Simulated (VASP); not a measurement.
Sb2S3 (Stibnite), 20 atoms in the cell. It takes space group Pnma (No. 62, orthorhombic). The conventional cell has a = 11.311 Å, b = 3.839 Å, c = 11.223 Å, α = 90.00°, β = 90.00°, γ = 90.00°. Sb (site symmetry m) is surrounded by 3 S at 2.52 to 2.54 Å. Sb (site symmetry m) is surrounded by 3 S at 2.46 to 2.68 Å. S (site symmetry m) has 3 Sb at 2.52 to 2.68 Å as nearest neighbours. S (site symmetry m) has 1 Sb at 2.46 Å as nearest neighbours. Around S (site symmetry m) lie 2 Sb at 2.54 Å. 

* Program: VASP 6.6.1
* Task: relaxation of cell and atoms
* Functional: LDA
* Potentials or basis: VASP PAW LDA potentials, release 64 (Sb, S)
* Cutoff: 600 eV
* k mesh: 4 × 8 × 4
* Occupations: gaussian, width 0.03 eV
* Spin: no spin polarisation
* Further INCAR settings: ALGO = Normal; EDIFF = 1e-06; IBRION = 2; EDIFFG = -0.01; NSW = 90; ISIF = 3

Potentials or basis: VASP PAW LDA potentials, release 64 (Sb, S).

Run with:

```sh
$ cat potpaw_LDA.64/Sb/POTCAR potpaw_LDA.64/S/POTCAR > POTCAR
$ mpirun -np 4 vasp_std > vasp.out
```

Hardware: 4 MPI ranks on Intel(R) Xeon(R) 6975P-C (Granite Rapids), with other jobs on the host.

**Question.** How long does it take, and how much memory?

**Answer.** It took 110 min on 4 MPI ranks on Intel(R) Xeon(R) 6975P-C (Granite Rapids), on a shared host, peak memory 1.3 GiB a rank. Counts: scf iterations 148, k points 45, ion steps 20.
